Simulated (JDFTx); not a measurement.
Crystal: ScAl3.

```
CELL_PARAMETERS angstrom
4.08781 0.00000 0.00000
0.00000 4.08781 0.00000
0.00000 0.00000 4.08781
ATOMIC_POSITIONS crystal
Sc 0.00000 0.00000 0.00000
Al 0.50000 0.50000 0.00000
Al 0.00000 0.50000 0.50000
Al 0.50000 0.00000 0.50000
```

The cell is a database's computed one.

Base run:

- Program: JDFTx 1.7.0 (patched build)
- Functional: PBE
- Potentials or basis: PseudoDojo-SR-PBE-0.5-standard with smoothed tails
- Cutoff: 1061 eV
- Density cutoff: 8490 eV
- k mesh: 7 × 7 × 7
- Occupations: fermi-dirac, width 0.05 eV
- Spin: no spin polarisation
- Hubbard terms: Sc d U = 1 eV

Its results: band gap on the k mesh none (metal or under the smearing width); pressure 1.5 GPa.

Question: The run is repeated on the same cell with these changes: hubbard terms from Sc d U = 1 eV to none; hubbard projectors from atomic pseudo-orbitals, not orthogonalised to none. What comes out?

Answer: Band gap on the k mesh none (metal or under the smearing width); pressure 0.9 GPa.

Caveats: the empty levels aren't tightly converged; U without spin polarisation on a metal has little footing (some runs); the U is typed as a test and isn't derived for this compound (some runs).
